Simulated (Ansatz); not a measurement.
## TaN: enthalpies of structure types against pressure

All-electron LAPW in Ansatz 0.2.0 under PBE, scalar-relativistic, energies extrapolated to zero smearing. Each structure type was compressed from its own relaxed volume, symmetry kept and shape relaxed on PAW files, and E(V) was fitted to energies and pressures; H = E + pV has no temperature or zero-point term. Only these types were tried: NiAs (P6_3/mmc, 11×11×6 mesh, 10.90 Å³/atom at rest); CsCl (Pm-3m, 14×14×14 mesh, 10.40 Å³/atom at rest); rocksalt (Fm-3m, 15×15×15 mesh, 10.77 Å³/atom at rest); WC (P-6m2, 15×15×13 mesh, 10.92 Å³/atom at rest). Spin polarisation is left out. Spin–orbit coupling is left out; Fermi–Dirac smearing is 0.05 to 0.1 eV. Enthalpies carry a few meV/atom of noise from meshes and fits.

**Question.** Which type is lowest at zero pressure, and what follows up to 660 GPa?

**Answer.** Among the types tried, WC is lowest at zero pressure; CsCl takes over from WC near 260 GPa, with a volume step of -5.6 %. Enthalpies against WC:

```
p (GPa)  NiAs (meV/atom)  CsCl (meV/atom)  rocksalt (meV/atom)  WC (meV/atom)
      0              217              792                  303              0
     20              213              726                  284              0
     53              204              618                  253              0
     99              188              473                  212              0
    200              150              174                  137              0
    330              102             -169                   64              0
    490               47             -538                    5              0
    630                1             -823                  -26              0
```
